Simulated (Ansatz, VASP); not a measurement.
Si in VASP and in Ansatz

Contents of INCAR:

```
ALGO = Fast ; EDIFF = 1E-6
EDIFFG = -0.002 ; ENCUT = 600
GGA = PE ; IBRION = 2
ISIF = 3 ; ISMEAR = 0
LASPH = True ; LCHARG = False
LREAL = False ; LWAVE = False
NELM = 100 ; NSW = 100
PREC = Accurate ; SIGMA = 0.02
```

The input KPOINTS:

```
k-points
0
Gamma
  8 8 8
```

The input POSCAR:

```
Si
1.0
    0.0000000000      2.7218511900      2.7218511900
    2.7218511900      0.0000000000      2.7218511900
    2.7218511900      2.7218511900      0.0000000000
Si
2
Direct
    0.0000000000      0.0000000000      0.0000000000
    0.2500000000      0.2500000000      0.2500000000
```

Input for Ansatz:

```yaml
crystal:
  lattice:
    - [0.0, 2.72185119, 2.72185119]
    - [2.72185119, 0.0, 2.72185119]
    - [2.72185119, 2.72185119, 0.0]
  atoms:
    - { symbol: Si, position: [0.0, 0.0, 0.0] }
    - { symbol: Si, position: [0.25, 0.25, 0.25] }
basis:
  ecutwfc: 420
kpoints:
  mp_grid: { grid: [8, 8, 8] }
hamiltonian:
  xc: pbe
  pseudopotentials: { kind: paw }
scf:
  occupations: { method: gaussian, width: 0.02 }
output:
  forces: true
  stress: true
  eigenvalues: true
  write_density: true
  write_potential: true
  elf: true
  volumetric_format: npy
relax:
  adjacent_minimum: "off"
  f_tol: 0.002
  max_steps: 80
  cell: { stress_tol: 0.02 }
```

Alike in both runs: task relaxation of cell and atoms; functional PBE; k mesh 8 × 8 × 8; occupations gaussian, width 0.02 eV; no spin polarisation.

|  | VASP | Ansatz |
| --- | --- | --- |
| version | VASP 6.6.1 | Ansatz 0.2.0 |
| potentials or method | VASP PAW PBE potentials, release 64 (Si) | scalar-relativistic, plane waves, PAW |
| plane-wave cutoff (eV) | 600 | 420 |
| valence electrons in the cell | 8 | 8 |

```tsv
	VASP	Ansatz	Ansatz less VASP
gap on the k mesh at the Fermi level, each at its own relaxed structure (eV)	0.65	0.65	-0.002
relaxed volume (Å³/atom)	20.44	20.46	+0.015
relaxed cell length with the largest relative difference (Å)	3.867	3.868	+0.0010
energy change over the relaxation (meV/atom)	-1	-1	-0.1
```

A k mesh can miss the band edges. As with any semilocal functional, this PBE gap is likely too small.
